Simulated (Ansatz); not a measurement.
# MoS2 (P6_3/mmc) in Ansatz: further runs

The runs below take MoS2 through band structure, Born charges and dielectric tensor, with r2SCAN, PBE, PBEsol.

All numbers are computed with Ansatz 0.2.0; they aren't measurements. Logs are shortened: lines on timing, memory, paths and dates and some standing lists are left out, and cuts for length are marked.

**The experiment to reproduce.**

“Multiwavelength excitation Raman Scattering Analysis of bulk and 2 dimensional MoS2: Vibrational properties of atomically thin MoS2 layers”, 2015, arxiv:1506.03228 reports, for a bulk crystal of MoS2 at 300 K: band gap 1.3 eV (indirect).

How close the calculation comes is told below.

### 1 The crystal as given

The structure is hexagonal, space group P6_3/mmc (No. 194). Conventional cell: a = 3.169 Å, b = 3.169 Å, c = 12.324 Å, α = 90.00°, β = 90.00°, γ = 120.00°. Mo (site symmetry -6m2) has 6 S at 2.41 Å as nearest neighbours. S (site symmetry 3m) has 3 Mo at 2.41 Å as nearest neighbours.

### 2 Band structure, r2SCAN

Input file input.yaml:

```yaml
crystal:
  lattice:
    - [3.169, 0.0, 0.0]
    - [-1.5845, 2.7444345046, 0.0]
    - [0.0, 0.0, 12.324]
  atoms:
    - { symbol: Mo, position: [0.6666666667, 0.3333333333, 0.75] }
    - { symbol: Mo, position: [0.3333333333, 0.6666666667, 0.25] }
    - { symbol: S, position: [0.6666666667, 0.3333333333, 0.377] }
    - { symbol: S, position: [0.3333333333, 0.6666666667, 0.877] }
    - { symbol: S, position: [0.6666666667, 0.3333333333, 0.123] }
    - { symbol: S, position: [0.3333333333, 0.6666666667, 0.623] }
hamiltonian:
  xc: r2scan
  pseudopotentials: { kind: paw }
kpoints:
  mp_grid: { grid: [10, 10, 3] }
  band_path:
    path:
      - [[0.0, 0.0, 0.0], [0.5, 0.0, 0.0], [0.3333333333, 0.3333333333, 0.0], [0.0, 0.0, 0.0], [0.0, 0.0, 0.5], [0.5, 0.0, 0.5], [0.3333333333, 0.3333333333, 0.5], [0.0, 0.0, 0.5]]
      - [[0.5, 0.0, 0.5], [0.5, 0.0, 0.0]]
      - [[0.3333333333, 0.3333333333, 0.0], [0.3333333333, 0.3333333333, 0.5]]
    npoints: 14
scf:
  occupations: { method: fermi_dirac, width: 0.05 }
  n_extra_bands: 15
output:
  forces: true
  stress: true
  eigenvalues: true
  fatbands: false
```

Potentials or basis: Ansatz PAW.

Launch:

```bash
$ ansatz run input.yaml --threads 2 --pin off --max-ram 5632MiB --backend cpu --events-out ev --progress --plain --runs-dir out
```

Output:

```text
Warning: RAYON_NUM_THREADS=2 ignored (pool sized by the plan → 2); use --threads N
scf.n_extra_bands = 15 over 26 filled bands (N_el = 52.0): the run solves 41 bands
Engine: ansatz 0.2.0, aarch64-unknown-linux-gnu
Pseudopotentials: kind: paw
Pseudopotential: Mo, paw, valence charge 14, recommended cutoff 500 eV (meta_gga), Mo.paw.azcp
Pseudopotential: S, paw, valence charge 6, recommended cutoff 500 eV (meta_gga), S.paw.azcp
Functional definition: r2SCAN
  parameter k0 = 0.174
  parameter k1 = 0.065
  parameter a1 = 4.9479
  exchange = r2scan_x(k0 = k0, k1 = k1, a1 = a1)
  correlation = r2scan_c
Crystal: 6 atoms, lattice volume = 107.183 Å³
Basis set: ecut = 500 eV, 2739 PW (Γ), exchange–correlation on 96×96×360 points (64 copies of the dense FFT grid, shifted against one another)
Bands: 41, of which v1, the nominal top of the filled ones, is band 26 counted from 1 (25 counted from 0)
Symmetry: 24 space group operations
Space group: P63/mmc (ITA 194), of the structure as read, at distance tolerance 4.8e-5 Å
k-points: 28 of 300
Non-local potential: Mo, projectors of the file, l = 0: 3, l = 1: 2, l = 2: 2, l = 3: 1
Non-local potential: S, projectors of the file, l = 0: 2, l = 1: 2, l = 2: 2
PAW form: soft (Blöchl's): semilocal exchange-correlation on the pseudo side does not see the compensation charge
PAW frozen core: Mo, regenerated for the run's functional (the file was generated under x = pbe(κ = 0.804, μ = 0.2195149727645171), c = pbe(β = 0.06672455060314922))
PAW frozen core: S, regenerated for the run's functional (the file was generated under x = pbe(κ = 0.804, μ = 0.2195149727645171), c = pbe(β = 0.06672455060314922))
PAW one-centre angular grid: Mo, 590 points (default); XC on 160 Gauss nodes
PAW one-centre angular grid: S, 302 points (default); XC on 160 Gauss nodes
Initial density: superposition of atomic densities (neutral atoms: chi_scale 0, normalization atom), corrected by the library's trained network
Initial wavefunctions: pseudopotential atomic-orbital guess
Functional: x = r2scan, c = r2scan; τ floored in thin density (d = 2e-4 eV/Å³)
SCF iter   1: F=—  HF=-13564.194757 eV  |F-HF|=—  |Δ(HF+E_count)|=         —  Δρ=1.06e-2  dr2=1.67e-1  dr2_τ=1.02e-1  ethr=1.77e-3  ⟨swp⟩=6.6  Hψ=5410  notcnv=0  defer=35
preconditioner: auto → Resta (q_TF=auto, 2.418 Å⁻¹)  ε∞=4.6  [insulator: Δε(μ)=1.018 eV  Ē_g=11.396 eV  σ=0.050 eV  W_gap=1.00  n_scr=26 (ndim 8)  ℏωp=21.5 eV  f_vac=0.016  D(μ)=0.00/eV (n_scr^D=0)  ε∞_Penn≈4.6]
SCF iter   2: F=—  HF=-13564.277050 eV  |F-HF|=—  |Δ(HF+E_count)|=   8.23e-2  Δρ=5.70e-3  dr2=2.63e-2  dr2_τ=8.39e-3  ethr=3.21e-4  ⟨swp⟩=3.2  Hψ=2267  notcnv=0  defer=196
SCF iter   3: F=—  HF=-13564.278569 eV  |F-HF|=—  |Δ(HF+E_count)|=   1.52e-3  Δρ=3.46e-3  dr2=5.45e-3  dr2_τ=4.60e-4  ethr=5.06e-5  ⟨swp⟩=2.4  Hψ=1198  notcnv=0  defer=196
SCF iter   4: F=—  HF=-13564.282307 eV  |F-HF|=—  |Δ(HF+E_count)|=   3.74e-3  Δρ=8.15e-4  dr2=3.39e-4  dr2_τ=2.28e-5  ethr=1.05e-5  ⟨swp⟩=2.3  Hψ=1423  notcnv=0  defer=196
SCF iter   5: F=—  HF=-13564.282537 eV  |F-HF|=—  |Δ(HF+E_count)|=   2.30e-4  Δρ=1.07e-4  dr2=1.36e-5  dr2_τ=8.53e-7  ethr=6.53e-7  ⟨swp⟩=2.6  Hψ=1536  notcnv=0  defer=196
SCF iter   6: F=—  HF=-13564.282544 eV  |F-HF|=—  |Δ(HF+E_count)|=   6.47e-6  Δρ=1.67e-5  dr2=5.40e-7  dr2_τ=9.37e-9  ethr=2.62e-8  ⟨swp⟩=2.0  Hψ=1444  notcnv=0  defer=196
SCF iter   7: F=-13564.282544 eV  HF=-13564.282544 eV  |F-HF|=2.43e-9  |Δ(HF+E_count)|=   1.73e-7  Δρ=2.80e-6  dr2=9.05e-9  dr2_τ=5.54e-10  ethr=1.92e-10  ⟨swp⟩=11.5  Hψ=6207  notcnv=0
SCF 1 converged in 7 iterations: F = -13564.282544 eV  dr2 = 9.05e-9
NSCF: frozen V_eff on 129 k-points
SCF converged after 7 iterations
Free energy (F): -13564.282544 eV
Harris-Foulkes:  -13564.282544 eV  (|F-HF|=2.43e-9)
Internal energy: -13564.282543 eV  (E = F + TS)
E sigma→0 (E₀):  -13564.282543 eV
Entropy (-TS):   -0.000001 eV (-0.000 meV/atom)
Fermi energy:    11.256768 eV
--- Per-component energies (eV) ---
  E_band       = -350.993898
  E_kinetic    = 1309.273009
  E_local      = -3914.526338  (includes V_loc(G=0)·N_el)
  E_nonlocal   = 396.911779
  E_hartree    = 1503.049463
  E_xc         = -725.269126
  E_vxc        = -891.936959  (∫ρ·V_xc dr)
  E_paw        = -8871.623426  (= ΣΔE_a)
  E_vpaw       = -308.234790  (= ΣTr[D̂ρ^β])
  E_aug_tail   = 0.000017  (compensation charges beyond the density's cutoff)
  E_vtau       = 51.416487  (kinetic-family band-sum trace: ∫τ·v_τ [+ j·A + Jᵃ·Aᵃ] dr)
  E_ewald      = -3261.216446
  E_core_change = -0.881474  (= ΣΔE_core)
  E_smearing   = -0.000001  (= −TS)
  E_closure    = 0.000000  (closes the sum)
  Σ components = -13564.282544   (vs F -13564.282544, Δ=0.00e0)
--- Forces (eV/Å), atoms counted from 1 ---
  atom   1  Mo     0.00000000     0.00000000     0.00000000
  atom   2  Mo    -0.00000000    -0.00000000     0.00000000
  atom   3  S     -0.00000000    -0.00000000    -0.24350989
  atom   4  S     -0.00000000     0.00000000    -0.24350989
  atom   5  S     -0.00000000    -0.00000000     0.24350989
  atom   6  S      0.00000000     0.00000000     0.24350989
  max |Σ_I F_I| component: 4.63e-18 eV/Å
--- Stress (GPa, compression-positive) ---
        1.156551      -0.000000       0.000000
        0.000000       1.156551      -0.000000
        0.000000      -0.000000      -0.039341
  P = ⅓ Tr σ = 0.7579 GPa (7.579 kbar)
--- Band table (eV; the first three rows and the last of 28) ---
  k-point 0: bands = ["-52.7275", "-52.7275", "-26.1303", "-26.1302", "-25.9031", "-25.9031", "-25.9031", "-25.9031", "-4.8755", "-4.5994", "-3.5990", "-3.1459", "3.6518", "4.7302", "7.1367", "7.3447", "7.3447", "7.3594", "7.3594", "8.4750", "8.4750", "8.5243", "8.5243", "9.4937", "9.6178", "10.7941", "13.0336", "13.0336", "13.0627", "13.0627", "13.1799", "13.1799", "13.3584", "13.3584", "16.8791", "16.9680", "19.5348", "19.9386", "20.0770", "21.1823", "21.1823"]
  k-point 1: bands = ["-52.7275", "-52.7275", "-26.1302", "-26.1302", "-25.9031", "-25.9031", "-25.9031", "-25.9031", "-4.8200", "-4.6858", "-3.4703", "-3.2477", "3.8663", "4.3829", "7.3483", "7.3483", "7.3556", "7.3556", "7.6349", "8.4874", "8.4874", "8.5120", "8.5120", "8.6039", "10.2687", "10.6698", "13.0347", "13.0347", "13.0459", "13.0459", "13.2337", "13.2337", "13.3196", "13.3196", "16.9053", "16.9494", "19.6571", "19.9266", "20.2490", "21.0524", "21.2783"]
  k-point 2: bands = ["-52.7233", "-52.7233", "-26.1221", "-26.1220", "-25.9436", "-25.9436", "-25.9123", "-25.9122", "-4.7188", "-4.4452", "-3.5260", "-3.0921", "3.8289", "4.9015", "6.8317", "7.0074", "7.0355", "7.4996", "7.5226", "7.9348", "8.2316", "8.2878", "8.6299", "9.6234", "9.6583", "10.4931", "12.8936", "12.8967", "12.9688", "12.9953", "13.0605", "13.2033", "13.2682", "13.3474", "17.5705", "17.6565", "19.8800", "20.0961", "20.6492", "20.9461", "21.3005"]
  k-point 27: bands = ["-52.6793", "-52.6793", "-26.2309", "-26.2309", "-26.1399", "-26.1399", "-26.0350", "-26.0350", "-2.5348", "-2.5127", "-2.4488", "-2.4272", "4.4496", "4.5277", "4.9431", "5.0226", "6.0093", "6.0781", "6.2469", "6.3536", "6.9634", "7.1442", "7.8019", "8.0064", "9.9030", "9.9788", "12.0257", "12.0628", "13.0431", "13.4706", "13.7152", "13.7531", "15.1075", "15.2935", "17.4293", "17.9468", "18.6029", "18.8286", "20.0957", "20.2281", "21.8253"]
```

Run time: 22 s. Hardware: 2 threads of Arm Neoverse V2, shared host; peak memory 0.7 GiB.

What came out:

* Free energy: -13564.2825 eV
* Pressure: 0.8 GPa
* Largest force: 0.244 eV/Å
* Band gap on the k mesh: 1.03 eV, indirect (least direct gap 1.98 eV)
* Band gap along the path: 0.99 eV, indirect (least direct gap 1.76 eV)

Forces on the atoms (eV/Å):
```
Mo   0.000  0.000  0.000
Mo   0.000  0.000  0.000
S    0.000  0.000 -0.244
S    0.000  0.000 -0.244
S    0.000  0.000  0.244
S    0.000  0.000  0.244
```

Stress tensor (GPa, compression positive):
```
 1.16  0.00  0.00
 0.00  1.16  0.00
 0.00  0.00 -0.04
```

Levels at the corners of the path, in eV from the valence-band top:
```tsv
point	band 22	band 23	band 24	band 25	band 26	band 27	band 28	band 29	band 30	band 31
Γ	-2.27	-2.27	-1.30	-1.18	0.00	2.24	2.24	2.27	2.27	2.39
M	-2.64	-1.88	-1.67	-1.45	-1.33	1.70	1.75	2.10	2.36	3.12
K	-3.97	-2.86	-2.86	-0.81	-0.65	1.11	1.11	1.98	3.00	3.00
Γ	-2.27	-2.27	-1.30	-1.18	0.00	2.24	2.24	2.27	2.27	2.39
A	-2.29	-2.29	-2.29	-0.29	-0.29	2.24	2.24	2.24	2.24	2.48
L	-2.78	-1.77	-1.77	-1.38	-1.38	1.72	1.72	2.24	2.24	3.48
H	-3.60	-3.05	-3.05	-0.74	-0.74	1.11	1.11	2.45	2.45	3.04
A	-2.29	-2.29	-2.29	-0.29	-0.29	2.24	2.24	2.24	2.24	2.48
L	-2.78	-1.77	-1.77	-1.38	-1.38	1.72	1.72	2.24	2.24	3.48
M	-2.64	-1.88	-1.67	-1.45	-1.33	1.70	1.75	2.10	2.36	3.12
K	-3.97	-2.86	-2.86	-0.81	-0.65	1.11	1.11	1.98	3.00	3.00
H	-3.60	-3.05	-3.05	-0.74	-0.74	1.11	1.11	2.45	2.45	3.04
```

Caveat: the PAW data sets come from PBE, with cores solved anew for the run's functional, which leaves a small shift of forces and pressure.

### 3 Band structure, PBE

Changes to input.yaml since step 2:

```diff
@@ -13,3 +13,3 @@
 hamiltonian:
-  xc: r2scan
+  xc: pbe
   pseudopotentials: { kind: paw }
```

Potentials or basis: Ansatz PAW.

Launch:

```bash
$ ansatz run input.yaml --threads 2 --pin off --max-ram 5632MiB --backend cpu --events-out ev --progress --plain --runs-dir out
```

Output:

```text
Warning: RAYON_NUM_THREADS=2 ignored (pool sized by the plan → 2); use --threads N
scf.n_extra_bands = 15 over 26 filled bands (N_el = 52.0): the run solves 41 bands
[... 2 set-up lines as earlier in the session ...]
Pseudopotential: Mo, paw, valence charge 14, recommended cutoff 420 eV (normal), Mo.paw.azcp
Pseudopotential: S, paw, valence charge 6, recommended cutoff 420 eV (normal), S.paw.azcp
Functional definition: PBE
  parameter kappa = 0.804
  parameter beta = 0.06672455060314922
  exchange = pbe_x(kappa = kappa, mu = beta*pi^2/3)
  correlation = pbe_c(beta = beta)
Crystal: 6 atoms, lattice volume = 107.183 Å³
Basis set: ecut = 420 eV, 2081 PW (Γ), exchange–correlation on 48×48×180 points (8 copies of the dense FFT grid, shifted against one another)
Bands: 41, of which v1, the nominal top of the filled ones, is band 26 counted from 1 (25 counted from 0)
[... 40 lines left out ...]
  E_ewald      = -3261.216446
  E_smearing   = -0.000002  (= −TS)
  E_closure    = -0.000000  (closes the sum)
  Σ components = -13525.541270   (vs F -13525.541270, Δ=0.00e0)
--- Forces (eV/Å), atoms counted from 1 ---
  atom   1  Mo     0.00000000     0.00000000     0.00000000
  atom   2  Mo    -0.00000000    -0.00000000     0.00000000
  atom   3  S      0.00000000    -0.00000000    -0.06547832
  atom   4  S      0.00000000     0.00000000    -0.06547832
  atom   5  S      0.00000000    -0.00000000     0.06547832
  atom   6  S     -0.00000000     0.00000000     0.06547832
  max |Σ_I F_I| component: 1.97e-17 eV/Å
--- Stress (GPa, compression-positive) ---
        1.850762       0.000000      -0.000000
        0.000000       1.850762      -0.000000
       -0.000000      -0.000000       2.263220
  P = ⅓ Tr σ = 1.9882 GPa (19.882 kbar)
--- Band table (eV; the first three rows and the last of 28) ---
  k-point 0: bands = ["-50.6209", "-50.6209", "-24.7670", "-24.7669", "-24.5453", "-24.5453", "-24.5453", "-24.5453", "-4.0582", "-3.7886", "-2.8459", "-2.4038", "4.0385", "5.0722", "7.4105", "7.6249", "7.6249", "7.6382", "7.6382", "8.7205", "8.7205", "8.7672", "8.7672", "9.7121", "9.7501", "10.8974", "12.9944", "12.9944", "13.0225", "13.0225", "13.1598", "13.1598", "13.3318", "13.3318", "16.4304", "16.5588", "18.9602", "19.4821", "19.4917", "20.7641", "20.7641"]
  k-point 1: bands = ["-50.6209", "-50.6209", "-24.7670", "-24.7669", "-24.5453", "-24.5453", "-24.5453", "-24.5453", "-4.0042", "-3.8735", "-2.7198", "-2.5029", "4.2447", "4.7403", "7.6281", "7.6281", "7.6347", "7.6347", "7.8881", "8.7322", "8.7322", "8.7555", "8.7555", "8.8200", "10.4067", "10.7825", "12.9960", "12.9960", "13.0074", "13.0074", "13.2106", "13.2106", "13.2939", "13.2939", "16.4680", "16.5317", "19.0826", "19.3464", "19.7689", "20.5200", "20.8563"]
  k-point 2: bands = ["-50.6171", "-50.6171", "-24.7595", "-24.7594", "-24.5833", "-24.5833", "-24.5539", "-24.5539", "-3.9077", "-3.6406", "-2.7742", "-2.3507", "4.2096", "5.2378", "7.1235", "7.2936", "7.3200", "7.7759", "7.7971", "8.2019", "8.4850", "8.5382", "8.8652", "9.7596", "9.8669", "10.6040", "12.8367", "12.8654", "12.9118", "12.9819", "13.0434", "13.1827", "13.2222", "13.2982", "17.1113", "17.2294", "19.4439", "19.5435", "20.1092", "20.5141", "20.8488"]
  k-point 27: bands = ["-50.5770", "-50.5770", "-24.8533", "-24.8533", "-24.7679", "-24.7679", "-24.6799", "-24.6799", "-1.8004", "-1.7782", "-1.7110", "-1.6894", "4.8073", "4.8832", "5.2883", "5.3664", "6.3114", "6.3743", "6.5481", "6.6476", "7.2484", "7.4205", "8.0753", "8.2703", "10.0499", "10.1270", "12.0599", "12.0961", "12.9987", "13.4138", "13.6510", "13.6913", "14.9355", "15.1200", "17.2222", "17.6699", "18.2481", "18.5130", "19.6783", "19.8078", "21.3283"]
```

Run time: 11 s. Hardware: 2 threads of Arm Neoverse V2, shared host; peak memory 0.51 GiB.

What came out:

```
Free energy             : -13525.5413 eV
Pressure                : 2.0 GPa
Largest force           : 0.065 eV/Å
Band gap on the k mesh  : 0.93 eV, indirect (least direct gap 1.87 eV)
Band gap along the path : 0.88 eV, indirect (least direct gap 1.65 eV)
```

Forces in eV/Å, atoms in the order of the input:
```
Mo   0.000  0.000  0.000
Mo   0.000  0.000  0.000
S    0.000  0.000 -0.065
S    0.000  0.000 -0.065
S    0.000  0.000  0.065
S    0.000  0.000  0.065
```

Stress tensor (GPa, compression positive):
```
1.85 0.00 0.00
0.00 1.85 0.00
0.00 0.00 2.26
```

Levels at the corners of the path, in eV from the valence-band top:
```tsv
point	band 23	band 24	band 25	band 26	band 27	band 28	band 29	band 30
Γ	-2.13	-1.19	-1.15	0.00	2.10	2.10	2.13	2.13
M	-1.73	-1.53	-1.40	-1.28	1.60	1.64	2.00	2.26
K	-2.70	-2.70	-0.77	-0.61	1.05	1.05	1.84	2.83
Γ	-2.13	-1.19	-1.15	0.00	2.10	2.10	2.13	2.13
A	-2.15	-2.15	-0.27	-0.27	2.10	2.10	2.10	2.10
L	-1.63	-1.63	-1.33	-1.33	1.62	1.62	2.14	2.14
H	-2.87	-2.87	-0.70	-0.70	1.05	1.05	2.30	2.30
A	-2.15	-2.15	-0.27	-0.27	2.10	2.10	2.10	2.10
L	-1.63	-1.63	-1.33	-1.33	1.62	1.62	2.14	2.14
M	-1.73	-1.53	-1.40	-1.28	1.60	1.64	2.00	2.26
K	-2.70	-2.70	-0.77	-0.61	1.05	1.05	1.84	2.83
H	-2.87	-2.87	-0.70	-0.70	1.05	1.05	2.30	2.30
```

Caveat: this functional lacks dispersion, which binds the layers, so the pressure and a relaxed spacing across them are unreliable.

(Part 1 of 2 ends here.)
